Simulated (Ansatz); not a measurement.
The system is Re.

```
Re
1.0
     2.76080    0.00000    0.00000
    -1.38040    2.39092    0.00000
     0.00000    0.00000    4.45820
Re
2
Direct
  0.66667 0.33333 0.75000
  0.33333 0.66667 0.25000
```

- Program: Ansatz 0.2.0
- Task: relaxation of cell and atoms
- Functional: BLYP
- Potentials or basis: Ansatz PAW
- Cutoff: 420 eV (not typed: the program's choice for these potentials)
- k mesh: 11 × 11 × 6
- Occupations: fermi-dirac, width 0.05 eV
- Spin: no spin polarisation

At the start: volume 14.71 Å³/atom.

Problem. Where does the relaxation end?

Solution. It ends after 6 steps and the volume is 15.53 Å³/atom (+5.5 %); space group P6_3/mmc (No. 194, to 0.05 Å).

Step by step:
| step | energy change (eV) | largest force (eV/Å) | volume (Å³) |
| --- | --- | --- | --- |
| 1 | 0.0000 | 0.0000 | 29.43 |
| 2 | -0.0907 | 0.0000 | 31.30 |
| 3 | -0.0929 | 0.0000 | 31.05 |
| 4 | -0.0944 | 0.0000 | 31.05 |
| 5 | -0.0943 | 0.0000 | 31.05 |
| 6 | -0.0944 | 0.0000 | 31.05 |

Final structure:
```cif
data_structure
_symmetry_space_group_name_H-M 'P 1'
_symmetry_Int_Tables_number 1
_cell_length_a 2.8129
_cell_length_b 2.8129
_cell_length_c 4.5313
_cell_angle_alpha 90.000
_cell_angle_beta 90.000
_cell_angle_gamma 120.000
_cell_volume 31.05
loop_
_atom_site_label
_atom_site_type_symbol
_atom_site_fract_x
_atom_site_fract_y
_atom_site_fract_z
_atom_site_occupancy
Re1 Re 0.66667 0.33333 0.75000 1
Re2 Re 0.33333 0.66667 0.25000 1
```

Caveat: the plane-wave basis is chosen anew once the cell has moved, so the energies of steps on either side of that aren't comparable; the PAW data sets come from PBE, with cores solved anew for the run's functional, which leaves a small shift of forces and pressure.
